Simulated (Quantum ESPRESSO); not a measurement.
## Ag in Quantum ESPRESSO: the effect of functional

Crystal: Ag.

```
Ag
1.0
     0.00000    2.04275    2.04275
     2.04275    0.00000    2.04275
     2.04275    2.04275    0.00000
Ag
1
Direct
  0.00000 0.00000 0.00000
```

Alike in all runs:

| Item | Value |
| --- | --- |
| Program | Quantum ESPRESSO 7.5 |
| Task | band structure |
| Potentials or basis | SG15 PBE 1.2 |
| Cutoff | 952 eV |
| Density cutoff | 3810 eV |
| k mesh | 8 × 8 × 8 |
| Occupations | fermi-dirac, width 0.05 eV |
| Spin | no spin polarisation |

One run gave: pressure 1.4 GPa. Which functional did it use?
A. r2SCAN
B. revTPSS
C. TPSS
D. SCAN

A.

| functional | pressure (GPa) |
| --- | --- |
| r2SCAN | 1.4 |
| SCAN | 0.3 |
| revTPSS | -2.3 |
| TPSS | 0.6 |

Caveats: the potentials were made for another functional, which shifts forces and pressure.

Runs at the PBE level aren't shown here.
